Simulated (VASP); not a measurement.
# Cu (Fm-3m) in VASP: further runs, part 2 of 2

VASP 6.6.1. Earlier steps stand in the parts before.

## 5. Single point, PBE0

File POSCAR:

```
Cu                                      
1.0
   -0.0000000000      1.8170093628      1.8170093628
    1.8170093628      0.0000000000      1.8170093628
    1.8170093628      1.8170093628     -0.0000000000
  Cu            
     1
Direct
     0.0000000000000000    0.0000000000000000    0.0000000000000000
```

File INCAR.step1:

```
SYSTEM = Cu
PREC = Accurate
ENCUT = 450
EDIFF = 1E-5
ISMEAR = 1
SIGMA = 0.1
LREAL = .False.
LASPH = .True.
NELM = 120
ALGO = Normal
ISIF = 2
LWAVE = .True.
LCHARG = .False.
KPAR = 4
GGA = PE
```

File INCAR.step2:

```
SYSTEM = Cu
PREC = Accurate
ENCUT = 450
EDIFF = 1E-6
ISMEAR = 1
SIGMA = 0.1
LREAL = .False.
LASPH = .True.
NELM = 120
ALGO = Normal
ISIF = 2
LWAVE = .False.
LCHARG = .False.
GGA = PE
LHFCALC = .True.
AEXX = 0.25
PRECFOCK = Fast
HFRCUT = -1
KPAR = 4
ISTART = 1
```

File KPOINTS:

```
Automatic mesh
0
Gamma
  11 11 11
  0 0 0
```

Potentials or basis: VASP PAW PBE potentials, release 64 (Cu).

Run with:

```
$ cat potpaw_PBE.64/Cu/POTCAR > POTCAR
$ cp INCAR.step1 INCAR
$ mpirun -np 4 vasp_std > vasp.out
$ cp INCAR.step2 INCAR
$ mpirun -np 4 vasp_std > vasp.out
```

OUTCAR:

```text
SYSTEM = Cu
   PREC = Accurate
   ENCUT = 450
   EDIFF = 1E-6
   ISMEAR = 1
   LREAL = .False.
   LASPH = .True.
   NELM = 120
   ISIF = 2
   GGA = PE
   LHFCALC = .True.
   AEXX = 0.25
   PRECFOCK = Fast
   ISTART = 1

 ion  position               nearest neighbor table
   1  0.000  0.000  0.000-

  LATTYP: Found a face centered cubic cell.
 ALAT       =     3.6340187256

  Lattice vectors:

 A1 = (   0.0000000000,   1.8170093628,   1.8170093628)
 A2 = (   1.8170093628,   0.0000000000,   1.8170093628)
 A3 = (   1.8170093628,   1.8170093628,   0.0000000000)

Analysis of symmetry for initial positions (statically):
=====================================================================
 Subroutine PRICEL returns:
 Original cell was already a primitive cell.

 Routine SETGRP: Setting up the symmetry group for a
 face centered cubic supercell.

 Subroutine GETGRP returns: Found 48 space group operations
 (whereof 48 operations were pure point group operations)
 out of a pool of 48 trial point group operations.

The static configuration has the point symmetry O_h .

Analysis of symmetry for dynamics (positions and initial velocities):
=====================================================================
 Subroutine PRICEL returns:
 Original cell was already a primitive cell.

 Routine SETGRP: Setting up the symmetry group for a
 face centered cubic supercell.

 Subroutine GETGRP returns: Found 48 space group operations
 (whereof 48 operations were pure point group operations)
 out of a pool of 48 trial point group operations.

The dynamic configuration has the point symmetry O_h .

 Subroutine INISYM returns: Found 48 space group operations
 (whereof 48 operations are pure point group operations),
 and found     1 'primitive' translations

----------------------------------------------------------------------------------------

                                     Primitive cell

  volume of cell :      11.9978

  direct lattice vectors                    reciprocal lattice vectors
     0.000000000  1.817009363  1.817009363    -0.275177448  0.275177448  0.275177448
     1.817009363  0.000000000  1.817009363     0.275177448 -0.275177448  0.275177448
     1.817009363  1.817009363  0.000000000     0.275177448  0.275177448 -0.275177448

  length of vectors
     2.569639284  2.569639284  2.569639284     0.476621322  0.476621322  0.476621322

  position of ions in fractional coordinates (direct lattice)
     0.000000000  0.000000000  0.000000000

  ion indices of the primitive-cell ions
   primitive index   ion index
                 1           1

----------------------------------------------------------------------------------------

 KPOINTS: Automatic mesh

Automatic generation of k-mesh.
 Grid dimensions read from file:
 generate k-points for:   11   11   11

 Generating k-lattice:

  Cartesian coordinates                     Fractional coordinates (reciprocal lattice)
    -0.025016132  0.025016132  0.025016132     0.090909091  0.000000000  0.000000000
     0.025016132 -0.025016132  0.025016132     0.000000000  0.090909091  0.000000000
     0.025016132  0.025016132 -0.025016132     0.000000000  0.000000000  0.090909091

[... 40 lines left out ...]
   total plane-waves  NPLWV =   5832
   dimension x,y,z NGX =    18 NGY =   18 NGZ =   18
   dimension x,y,z NGXF=    36 NGYF=   36 NGZF=   36
   ions per type =               1
   NGX,Y,Z   is equivalent  to a cutoff of  11.65, 11.65, 11.65 a.u.
   NGXF,Y,Z  is equivalent  to a cutoff of  23.29, 23.29, 23.29 a.u.
 SYSTEM =  Cu
   PREC   = accura    normal or accurate (medium, high low for compatibility)
   ISTART =      1    job   : 0-new  1-cont  2-samecut
   ICHARG =      0    charge: 1-file 2-atom 10-const
   ISPIN  =      1    spin polarized calculation?
   LNONCOLLINEAR =      F non collinear calculations
   LSORBIT =      F    spin-orbit coupling
   LASPH  =      T    aspherical Exc in radial PAW
   ENCUT  =  450.0 eV  33.07 Ry    5.75 a.u.   4.44  4.44  4.44*2*pi/ulx,y,z
   NELM   =    120;   NELMIN=  2; NELMDL=  0     # of ELM steps
   EDIFF  = 0.1E-05   stopping-criterion for ELM
   LREAL  =      F    real-space projection
   EDIFFG = 0.1E-04   stopping-criterion for IOM
   NSW    =      0    number of steps for IOM
   IBRION =     -1    ionic relax: 0-MD 1-quasi-New 2-CG
   NFREE  =      0    steps in history (QN), initial steepest desc. (CG)
   ISIF   =      2    stress and relaxation
   ISYM   =      3    0-nonsym 1-usesym 2-fastsym
   POTIM  = 0.5000    time-step for ionic-motion
   TEBEG  =    0.0;   TEEND  =   0.0 temperature during run
   PSTRESS=    0.0 pullay stress
   NELECT =      11.0000    total number of electrons
   NUPDOWN=      -1.0000    fix difference up-down
   EMIN   =  10.00;   EMAX   =-10.00  energy-range for DOS
   EFERMI =   0.00;   METHOD = LEGACY
   ISMEAR =     1;   SIGMA  =   0.10  broadening in eV -4-tet -1-fermi 0-gaus
   EFERMI_NEDOS =   21; number of points for ismear=-14 and -15
   IALGO  =     38    algorithm
   IMIX   =      1    mixing-type and parameters
     AMIX     =   0.40;   BMIX     =  1.00
     AMIX_MAG =   1.60;   BMIX_MAG =  1.00
  volume/ion in A,a.u.               =      12.00        80.97
  Fermi-wavevector in a.u.,A,eV,Ry     =   1.590396  3.005412 34.414017  2.529359
  Thomas-Fermi vector in A             =   2.689097
   LORBIT       =      0    0 simple, 1 ext, 2 COOP (PROOUT), +10 PAW based schemes
   GGA     = PE    functional components
   LHFCALC =     T    Hartree Fock is set to
   PRECFOCK=fast      Normal, Fast or Accurate (Low or Medium for compatibility)
   ENCUT4O =  -1.0   cutoff for four orbital integrals eV
   NKREDX  =     1    reduce k-point grid by
   NKREDY  =     1    reduce k-point grid by
   NKREDZ  =     1    reduce k-point grid by
   AEXX    =    0.2500 exact exchange contribution
   HFSCREEN=    0.0000 screening length (either q_TF or 0.3 A-1)
   HFSCREENC=   0.0000 screening length for correlation (either q_TF or 0.3 A-1)
   ENCUTFOCK=  -1.0 apply spherical cutoff to Coloumb kernel
   IVDW    =     0    specifies the selected vdW correction
   LEPSILON=     F    determine dielectric tensor
   LRPA    =     F    only Hartree local field effects (RPA)
 non-spin polarized calculation
 Methfessel and Paxton  Order N= 1 SIGMA  =   0.10
  energy-cutoff  :      450.00
  volume of cell :       12.00
 maximum number of plane-waves:       271
 NGX is ok and might be reduce to    18
  NGX = 12; NGY = 12; NGZ = 12

 number of electron      11.0000012 magnetization

 Free energy of the ion-electron system (eV)
  ---------------------------------------------------
  ext. energy  EPLUGINS =         0.00000000
  ---------------------------------------------------
  free energy    TOTEN  =        -3.85364590 eV

  energy without entropy =       -3.85391670  energy(sigma->0) =       -3.85373617

 E-fermi :   6.8965     XC(G=0):  -9.8435

 val. band max:        6.8150449669   @ k =  -0.4545   0.0909   0.0000
 cond. band min:       7.5926571266   @ k =   0.4545   0.3636   0.0000
 fundamental gap:      0.7776121597
 Fermi energy:         6.8964704763

 k-point     1 :       0.0000    0.0000    0.0000
  band No.  band energies     occupation
      1      -3.4407      2.00000
      2       2.3300      2.00000
      3       2.3300      2.00000
      4       2.3300      2.00000
      5       3.1266      2.00000
      6       3.1266      2.00000
      7      31.1901      0.00000
      8      34.0946      0.00000
      9      34.0947      0.00000
[... 265 lines left out ...]
 k-point    24 :      -0.1818    0.1818    0.0000
  band No.  band energies     occupation
      1      -0.3254      2.00000
      2       1.8791      2.00000
      3       2.3779      2.00000
      4       2.8083      2.00000
      5       2.8656      2.00000
      6       4.0682      2.00000
      7      22.0354      0.00000
      8      22.7951      0.00000
      9      32.8053      0.00000

 [... further k-points ...]

------------------------ aborting loop because EDIFF is reached ----------------------------------------

  FORCE on cell =-STRESS in cart. coord.  units (eV):
  Direction    XX          YY          ZZ          XY          YZ          ZX
  --------------------------------------------------------------------------------------
  -------------------------------------------------------------------------------------
  Total       -0.1335307     -0.1335307     -0.1335307      0.0000000      0.0000000     -0.0000000
  in kB      -17.8315921    -17.8315921    -17.8315921      0.0000000      0.0000000     -0.0000000
  external PRESSURE =     -17.8315921 kB  Pullay stress =       0.0000000 kB

 VOLUME and BASIS-vectors are now :
 -----------------------------------------------------------------------------
  energy-cutoff  :      450.00
  volume of cell :       12.00
      direct lattice vectors                 reciprocal lattice vectors
     0.000000000  1.817009363  1.817009363    -0.275177448  0.275177448  0.275177448
     1.817009363  0.000000000  1.817009363     0.275177448 -0.275177448  0.275177448
     1.817009363  1.817009363  0.000000000     0.275177448  0.275177448 -0.275177448

 POSITION                                       TOTAL-FORCE (eV/Angst)
 -----------------------------------------------------------------------------------
      0.00000      0.00000      0.00000         0.000000      0.000000      0.000000
 -----------------------------------------------------------------------------------
    total drift:                                0.000000      0.000000      0.000000

  FREE ENERGIE OF THE ION-ELECTRON SYSTEM (eV)
  ---------------------------------------------------
  free  energy   TOTEN  =        -3.8536458985 eV

  energy  without entropy=       -3.8539166989  energy(sigma->0) =       -3.85373617
```

Wall time 5.8 min (4 MPI ranks of Intel Xeon 6975P-C (Granite Rapids), shared host); peak memory 0.13 GiB.

Results:

```yaml
Free_energy: -3.8536 eV
Pressure: -1.8 GPa
Band_gap_on_the_k_mesh: none (metal or under the smearing width)
```

Caveat: the PAW data sets were made with another functional, which shifts forces and pressure a little.

## 6. Overview

```csv
level,k mesh,grid for exact exchange (PRECFOCK),screening parameter,exchange at q = 0,gap on the mesh (eV),pressure (GPa)
PBEsol,21 × 21 × 21,-,-,-,none,-8.6
r2SCAN,21 × 21 × 21,-,-,-,none,-7.2
HSE06,11 × 11 × 11,Fast,0.2 1/A,-,none,-1.2
PBE0,11 × 11 × 11,Fast,-,truncated,none,-1.8
```

Alike in all rows: task single point; potentials or basis VASP PAW PBE potentials, release 64 (Cu); no spin polarisation; cell as given; cutoff (eV) 450; smearing methfessel-paxton 0.1 eV.

Every run on the cell as given and a fine mesh finds a metal. The pressure there spans -8.6 GPa (PBEsol) to -1.2 GPa (HSE06); a positive pressure means that this level wants a larger cell, a negative one a smaller.

Caveats: the PAW data sets were made with another functional, which shifts forces and pressure a little.

Absolute energies hang on the potentials; compare differences alone.
